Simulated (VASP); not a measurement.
A VASP 6.6.1 single-point calculation on Sn

INCAR

```
ISMEAR = -1
ISIF = 2
NSW = 0
GGA = CA
LWAVE = .FALSE.
PREC = Accurate
LREAL = .FALSE.
SIGMA = 0.02
LCHARG = .FALSE.
NBANDS = 21
ENCUT = 520
IBRION = -1
LASPH = .TRUE.
NELM = 51
EDIFF = 1E-7
```

KPOINTS

```
KPOINTS created by Atomic Simulation Environment
0
Gamma
3 3 3
0 0 0
```

POSCAR

```
Sn
 1.0000000000000000
     0.0000000000000000    3.2844597813481733    3.2844597813481733
     3.2844597813481733   -0.0000000000000000    3.2844597813481733
     3.2844597813481733    3.2844597813481733   -0.0000000000000000
 Sn
   2
Cartesian
 -0.0000000000000000 -0.0000000000000000 -0.0000000000000000
  1.6422298906740866  1.6422298906740866  1.6422298906740866
```

The recommended LDA PAW datasets give the neutral cell 28 valence electrons.

Command

```
mpirun -np 1 vasp_std
```

Task: How does this run end, and what does it give?

Result: It converged. Results: gap between bands v and c on the k mesh -0.10 eV (bands overlap: a metal); least direct gap on the k mesh 0.00 eV; pressure 0.2 GPa. Band v is the last that the valence electrons fill when counted band by band, and c is the next.

OSZICAR

```
N       E                     dE             d eps       ncg     rms          rms(c)
DAV:   1     0.237163033579E+03    0.23716E+03   -0.14503E+04   168   0.186E+03
DAV:   2     0.175454867703E+02   -0.21962E+03   -0.21480E+03   168   0.460E+02
DAV:   3    -0.759432018975E+01   -0.25140E+02   -0.24986E+02   203   0.144E+02
DAV:   4    -0.846021984246E+01   -0.86590E+00   -0.86462E+00   178   0.302E+01
DAV:   5    -0.849750234372E+01   -0.37283E-01   -0.37281E-01   262   0.573E+00    0.321E+00
DAV:   6    -0.840096369895E+01    0.96539E-01   -0.36376E-02   188   0.202E+00    0.179E+00
DAV:   7    -0.835800267218E+01    0.42961E-01   -0.57469E-02   191   0.190E+00    0.169E-01
DAV:   8    -0.835909261095E+01   -0.10899E-02   -0.58262E-03   199   0.596E-01    0.115E-01
DAV:   9    -0.835892162288E+01    0.17099E-03   -0.39243E-04   215   0.115E-01    0.219E-02
DAV:  10    -0.835893379525E+01   -0.12172E-04   -0.33928E-05   198   0.709E-02    0.647E-03
DAV:  11    -0.835893360386E+01    0.19139E-06   -0.12504E-06   201   0.103E-02    0.233E-03
DAV:  12    -0.835893372552E+01   -0.12166E-06   -0.25650E-07   156   0.360E-03    0.629E-04
DAV:  13    -0.835893372321E+01    0.23088E-08   -0.15079E-08   109   0.148E-03
   1 F= -.83589337E+01 E0= -.83555701E+01  d E =-.672721E-02
```

These settings aren't sound, so the numbers aren't properties of the crystal.

On sound settings LDA gives a gap of -0.26 eV on its mesh and a pressure of -1.8 GPa for the intended cell.
